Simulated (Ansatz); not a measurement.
# ZnO: the cost of one run

Program: Ansatz 0.2.0. Level of theory: DFT PBE, scalar-relativistic, plane waves, PAW. These are calculated values, not measurements.

## (1) The starting structure

Symmetry: P6_3mc, No. 186, hexagonal system. Conventional cell: a = 3.280 Å, b = 3.280 Å, c = 5.293 Å, α = 90.00°, β = 90.00°, γ = 120.00°. Zn (site symmetry 3m) is surrounded by 4 O at 2.00 to 2.01 Å. O (site symmetry 3m) has 4 Zn at 2.00 to 2.01 Å as nearest neighbours.

Structure file:

```
CELL_PARAMETERS angstrom
3.27965 0.00000 0.00000
-1.63982 2.84026 0.00000
0.00000 0.00000 5.29315
ATOMIC_POSITIONS crystal
Zn 0.33333 0.66667 0.81046
Zn 0.66667 0.33333 0.31046
O 0.66667 0.33333 0.68955
O 0.33333 0.66667 0.18955
```

The cell was relaxed beforehand at this level, from a generated guess; it needn't be the stable form of this composition. At a tolerance of 0.02 Å it has space group P6_3mc (No. 186); it has 12.33 Å³/atom, an uncorrected energy of -1.42 eV/atom over the elements and, on its mesh, gap 0.74 eV.

## (2) Volume × 0.97

File input.yaml:

```yaml
crystal:
  lattice:
    - [3.2465153248, 0.0, 0.0]
    - [-1.6232576624, 2.811564745, 0.0]
    - [0.0, 0.0, 5.2396836805]
  atoms:
    - { symbol: Zn, position: [0.3333333333, 0.6666666667, 0.8104565264] }
    - { symbol: Zn, position: [0.6666666667, 0.3333333333, 0.3104565264] }
    - { symbol: O, position: [0.6666666667, 0.3333333333, 0.6895524379] }
    - { symbol: O, position: [0.3333333333, 0.6666666667, 0.1895524379] }
basis:
  ecutwfc: 420
kpoints:
  mp_grid: { grid: [9, 9, 6] }
hamiltonian:
  xc: pbe
scf:
  occupations: { method: gaussian, width: 0.02 }
output:
  forces: true
  stress: true
  eigenvalues: true
relax:
  adjacent_minimum: "off"
  f_tol: 0.01
  max_steps: 30
  cell: { stress_tol: 0.1, fix: [volume] }
```

Run with:

```sh
ansatz run input.yaml --threads 1 --pin off --max-ram 2048MiB --backend cpu --events-out ev --progress --plain --runs-dir out
```

What time and memory should one allow on 1 thread of Arm Neoverse V1, shared host?

About 11 s, with a peak of 0.35 GiB.
